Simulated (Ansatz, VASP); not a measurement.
## FeO in VASP and in Ansatz

```
Fe O
1.0
     1.51768    0.87623    2.51579
    -1.51768    0.87623    2.51579
     0.00000   -1.75247    2.51579
Fe O
1 1
Direct
  0.00000 0.00000 0.00000
  0.50000 0.50000 0.50000
```

Alike in both runs: task single point; functional PBE; k mesh 11 × 11 × 11; occupations fermi-dirac, width 0.05 eV; collinear spin.

|  | VASP | Ansatz |
| --- | --- | --- |
| version | VASP 6.6.1 | Ansatz 0.2.0 |
| potentials or method | VASP PAW PBE potentials, release 64 (Fe, O) | Ansatz PAW |
| plane-wave cutoff (eV) | 520 | 420 |
| valence electrons in the cell | 14 | 22 |

VASP gave:

* gap on the k mesh at the Fermi level (eV): none
* pressure (GPa): -0.6
* largest component of the traceless stress (GPa): 0.63
* net moment per atom (μB): 2.00
* size of the moment on the site where the two differ most (μB): 3.62

Problem. What did Ansatz give for the same quantities?

Solution. gap on the k mesh at the Fermi level (eV): none; pressure (GPa): -0.6; largest component of the traceless stress (GPa): 0.59; net moment per atom (μB): 2.00; size of the moment on the site where the two differ most (μB): 3.45.

Site moments also hang on the region over which each program counts them. A gap of «none» marks a metal or a gap that the smearing closes. The two sets of potentials don't hold the same shells in valence.

Caveats: a cell with one magnetic atom can't hold antiferromagnetic order, which such compounds often take; semilocal functionals often make such compounds metallic where correlation or magnetic order opens a gap, which also shifts bond lengths; the pressure holds a Pulay correction of +0.6 GPa for the finite cutoff (Ansatz).
